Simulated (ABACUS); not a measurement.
# GaP (F-43m) in ABACUS: settings compared, part 2 of 3

ABACUS 3.10.1. The steps go on from the part before.

**3. Relaxation of cell and atoms, BLYP**

Input file INPUT:

```
INPUT_PARAMETERS
suffix              GaP
calculation         cell-relax
basis_type          lcao
pseudo_dir          ./
orbital_dir         ./
symmetry            1
dft_functional      GGA_X_B88+GGA_C_LYP
ecutwfc             100
pseudo_rcut         10
nspin               1
nbands              13
ks_solver           genelpa
smearing_method     fd
smearing_sigma      0.00367493
scf_thr             1e-07
scf_nmax            100
mixing_type         broyden
mixing_beta         0.7
cal_force           1
cal_stress          1
out_mul             1
relax_nmax          60
force_thr_ev        0.02
relax_method        cg
out_stru            1
stress_thr          0.5
```

Input file STRU:

```
ATOMIC_SPECIES
Ga 69.7230 31_Ga_13_1.9_2.4_pbe_n_v1.0.upf
P 30.9738 15_P_5_1.8_1.9_pbe_n_v1.0.upf

NUMERICAL_ORBITAL
Ga_confined-atom_8au_2s2p2d.orb
P_confined-atom_7au_2s2p1d.orb

LATTICE_CONSTANT
1.8897261246

LATTICE_VECTORS
0.0000000000 2.7252500000 2.7252500000
2.7252500000 0.0000000000 2.7252500000
2.7252500000 2.7252500000 0.0000000000

ATOMIC_POSITIONS
Direct

Ga
0.0
1
0.0000000000 0.0000000000 0.0000000000 1 1 1

P
0.0
1
0.7500000000 0.7500000000 0.7500000000 1 1 1
```

Input file KPT:

```
K_POINTS
0
Gamma
7 7 7 0 0 0
```

Potentials or basis: SPMS ONCV 1.0 PBE, DZP LCAO (the cutoffs set its grid).

Command:

```
> OMP_NUM_THREADS=1 mpirun -np 4 abacus > log
```

running log:

```text
ABACUS v3.10.1

               Atomic-orbital Based Ab-initio Computation at UStc

 ------------------------------------------------------------------------------------

 READING GENERAL INFORMATION
                           global_out_dir = OUT.GaP/
                           global_in_card = INPUT
                               pseudo_dir = ./
[... 8 lines left out ...]

 READING ATOM TYPE 1
                               atom label = Ga
                      L=0, number of zeta = 2
                      L=1, number of zeta = 2
                      L=2, number of zeta = 2
             number of atom for this type = 1

 READING ATOM TYPE 2
                               atom label = P
                      L=0, number of zeta = 2
                      L=1, number of zeta = 2
                      L=2, number of zeta = 1
             number of atom for this type = 1

                        TOTAL ATOM NUMBER = 2
DIRECT COORDINATES
    atom                   x                   y                   z     mag                  vx                  vy                  vz
taud_Ga1            0.0000000000        0.0000000000        0.0000000000  0.0000        0.0000000000        0.0000000000        0.0000000000
taud_P1            0.7500000000        0.7500000000        0.7500000000  0.0000        0.0000000000        0.0000000000        0.0000000000

                          Volume (Bohr^3) = 273.178
                             Volume (A^3) = 40.4807

 Lattice vectors: (Cartesian coordinate: in unit of a_0)
                   +0            +2.72525            +2.72525
             +2.72525                  +0            +2.72525
             +2.72525            +2.72525                  +0
 Reciprocal vectors: (Cartesian coordinate: in unit of 2 pi/a_0)
            -0.183469           +0.183469           +0.183469
            +0.183469           -0.183469           +0.183469
            +0.183469           +0.183469           -0.183469
 The esolver type has been set to : ksdft_lcao

                PAO radial cut off (Bohr) = 10

 Read in pseudopotential file is 31_Ga_13_1.9_2.4_pbe_n_v1.0.upf
                     pseudopotential type = NC
          exchange-correlation functional = PBE
[... 397 lines left out ...]
     Energy           Rydberg                 eV
----------------------------------------------------------
 E_KohnSham     -161.1594085393      -2192.6862424437
 E_Harris       -161.1812982999      -2192.9840679165
 E_Fermi        0.5030615814         6.8445039518
----------------------------------------------------------

[... 5 further cycles ...]
 LCAO ALGORITHM --------------- ION=   2  ELEC=   7--------------------------------

 Density error is 0.000000029116
----------------------------------------------------------
     Energy           Rydberg                 eV
----------------------------------------------------------
 E_KohnSham     -161.1594401772      -2192.6866729004
 E_KS(sigma->0) -161.1594397371      -2192.6866669119
 E_Harris       -161.1594396473      -2192.6866656903
 E_band         -4.7970392192        -65.2670669099
 E_one_elec     -77.2685727306       -1051.2928654635
 E_Hartree      51.1523463256        695.9633760979
 E_xc           -42.9798832357       -584.7713113801
 E_Ewald        -92.0633296563       -1252.5858601776
 E_entropy(-TS) -0.0000008803        -0.0000119771
 E_descf        0.0000000000         0.0000000000
 E_exx          0.0000000000         0.0000000000
[... 32 lines left out ...]
 Largest gradient in stress is 27.721992 kbar.
 Threshold is 0.500000 kbar.

 Relaxation is not converged yet!
DIRECT COORDINATES
    atom                   x                   y                   z     mag                  vx                  vy                  vz
taud_Ga1            0.0000000000        0.0000000000        0.0000000000  0.0000        0.0000000000        0.0000000000        0.0000000000
taud_P1            0.7500000000        0.7500000000        0.7500000000  0.0000        0.0000000000        0.0000000000        0.0000000000

                          Volume (Bohr^3) = 299.759290
                             Volume (A^3) = 44.419691
[... 10 lines left out ...]
 -------------------------------------------
 STEP OF RELAXATION : 3
 -------------------------------------------

[... set-up of the moved cell ...]

 LCAO ALGORITHM --------------- ION=   3  ELEC=   1--------------------------------

 Density error is 0.006142668803
----------------------------------------------------------
     Energy           Rydberg                 eV
----------------------------------------------------------
 E_KohnSham     -161.1608285469      -2192.7055626385
 E_Harris       -161.1266379131      -2192.2403752008
 E_Fermi        0.5506828082         7.4924239825
----------------------------------------------------------

[... 5 further cycles ...]
 LCAO ALGORITHM --------------- ION=   3  ELEC=   7--------------------------------

 Density error is 0.000000025349
----------------------------------------------------------
     Energy           Rydberg                 eV
----------------------------------------------------------
 E_KohnSham     -161.1608834150      -2192.7063091575
 E_KS(sigma->0) -161.1608834025      -2192.7063089873
 E_Harris       -161.1608835220      -2192.7063106132
 E_band         -4.1706866211        -56.7451026195
 E_one_elec     -74.9247611542       -1019.4036729859
 E_Hartree      50.3213824830        684.6575330055
 E_xc           -43.0203269306       -585.3215760792
 E_Ewald        -93.5371777881       -1272.6385927575
 E_entropy(-TS) -0.0000000250        -0.0000003403
 E_descf        0.0000000000         0.0000000000
 E_exx          0.0000000000         0.0000000000
[... 122 lines left out ...]
 Largest gradient in stress is 0.072544 kbar.
 Threshold is 0.500000 kbar.

 Relaxation is converged!

 --------------------------------------------
 !FINAL_ETOT_IS -2192.7063091574518694 eV
 --------------------------------------------
```

Wall time 6 s (4 MPI ranks of Intel Xeon 6975P-C (Granite Rapids), shared host); peak memory 0.4 GiB.

Results:

```yaml
Free_energy: -2192.7063 eV
Relaxed_volume: 22.21 Å³/atom
Relaxed_cell: a = 3.975 Å, b = 3.975 Å, c = 3.975 Å, α = 60.00°, β = 60.00°, γ = 60.00°
Space_group_after_relaxing_to_0.05_Å: F-43m (No. 216)
Energy_gained_by_relaxing: 42.8 meV/atom
Ionic_steps: 3
Pressure_after_relaxing: 0.0 GPa
Mulliken_charges: Ga -0.21; P +0.21 e
```

Step by step:
```csv
step,energy change (eV),largest force (eV/Å),pressure (GPa),volume (Å³)
1,0.0000,0.0000,7.59,40.48
2,-0.0660,0.0000,-2.77,46.59
3,-0.0856,0.0000,0.01,44.42
```

Final structure:
```
CELL_PARAMETERS angstrom
0.00000 2.81092 2.81092
2.81092 0.00000 2.81092
2.81092 2.81092 0.00000
ATOMIC_POSITIONS crystal
Ga 0.00000 0.00000 0.00000
P 0.75000 0.75000 0.75000
```

Caveat: the atomic orbitals were generated for these runs and aren't a published set; Mulliken charges move with the basis; the potentials were made for another functional, which shifts forces and pressure; the basis of atomic orbitals isn't converged, which shifts pressures, moduli and gaps. Zero-point motion and thermal expansion aren't in these numbers.

**4. Single point, WC**

Input file INPUT:

```
INPUT_PARAMETERS
suffix              GaP
calculation         scf
basis_type          pw
pseudo_dir          ./
symmetry            1
dft_functional      wc
ecutwfc             114
pseudo_rcut         10
nspin               1
nbands              23
ks_solver           dav
smearing_method     fd
smearing_sigma      0.00367493
scf_thr             1e-08
scf_nmax            100
mixing_type         broyden
mixing_beta         0.7
cal_force           1
cal_stress          1
out_chg             1
kpar                4
```

STRU, as its differences from that of step 3:

```diff
@@ -1,8 +1,4 @@
 ATOMIC_SPECIES
-Ga 69.7230 31_Ga_13_1.9_2.4_pbe_n_v1.0.upf
-P 30.9738 15_P_5_1.8_1.9_pbe_n_v1.0.upf
-
-NUMERICAL_ORBITAL
-Ga_confined-atom_8au_2s2p2d.orb
-P_confined-atom_7au_2s2p1d.orb
+Ga 69.7230 Ga.upf
+P 30.9738 P.upf
```

Input file KPT:

```
K_POINTS
0
Gamma
6 6 6 0 0 0
```

Potentials or basis: PseudoDojo NC SR 0.5 PBE stringent, plane waves.

Command:

```
> OMP_NUM_THREADS=1 mpirun -np 4 abacus > log
```

running log:

```text
ABACUS v3.10.1

               Atomic-orbital Based Ab-initio Computation at UStc

 ------------------------------------------------------------------------------------

 READING GENERAL INFORMATION
                           global_out_dir = OUT.GaP/
                           global_in_card = INPUT
                               pseudo_dir = ./
                              orbital_dir =
                                    DSIZE = 4
                                    GSIZE = 1
[... 5 lines left out ...]

 READING ATOM TYPE 1
                               atom label = Ga
                      L=0, number of zeta = 1
                      L=1, number of zeta = 1
                      L=2, number of zeta = 1
             number of atom for this type = 1

[... 350 lines left out ...]
 final etot is -6943.0219263 eV
 EFERMI = 8.853811466 eV

 STATE ENERGY(eV) AND OCCUPATIONS    NSPIN == 1
 1/4 kpoint (Cartesian) = 0.0000 0.0000 0.0000 (5601 pws)
       1       -135.268     0.00925926
       2       -85.9730     0.00925926
       3       -85.9730     0.00925926
       4       -85.9730     0.00925926
       5       -6.39019     0.00925926
       6       -6.39019     0.00925926
[... 90 lines left out ...]
      22        21.5972        0.00000
      23        21.6181        0.00000

------------------------------------------------------------------------------------------
 TOTAL-FORCE (eV/Angstrom)
------------------------------------------------------------------------------------------
                       Ga1         0.0000000000         0.0000000000         0.0000000000
                        P1         0.0000000000         0.0000000000         0.0000000000
------------------------------------------------------------------------------------------

----------------------------------------------------------------
 TOTAL-STRESS (KBAR)
----------------------------------------------------------------
        -3.5725083289         0.0000000000        -0.0000000000
         0.0000000000        -3.5725083289        -0.0000000000
         0.0000000000        -0.0000000000        -3.5725083289
----------------------------------------------------------------
 TOTAL-PRESSURE: -3.572508 KBAR

 --------------------------------------------
 !FINAL_ETOT_IS -6943.0219262733517098 eV
 --------------------------------------------
```

stdout:

```text
ABACUS v3.10.1

               Atomic-orbital Based Ab-initio Computation at UStc

 dft_functional readin is: wc
 dft_functional in pseudopot file is: PBE
 Please make sure this is what you need
[... 37 lines left out ...]
 DA7     -6.94302193e+03  -1.11182404e-07   1.1940e-09   1.13
----------------------------------------------------------------
 TOTAL-STRESS (KBAR)
----------------------------------------------------------------
        -3.5725083289         0.0000000000        -0.0000000000
         0.0000000000        -3.5725083289        -0.0000000000
         0.0000000000        -0.0000000000        -3.5725083289
----------------------------------------------------------------
 TOTAL-PRESSURE: -3.572508 KBAR
```

Wall time 9.3 s (4 MPI ranks of Intel Xeon Platinum 8488C (Sapphire Rapids), shared host); peak memory 0.48 GiB.

Results:

```
Free energy            : -6943.0219 eV
Pressure               : -0.4 GPa
Band gap on the k mesh : 1.49 eV, indirect (least direct gap 1.67 eV)
```

Caveat: the potentials were made for another functional, which shifts forces and pressure.

(Continued in part 3 of 3.)
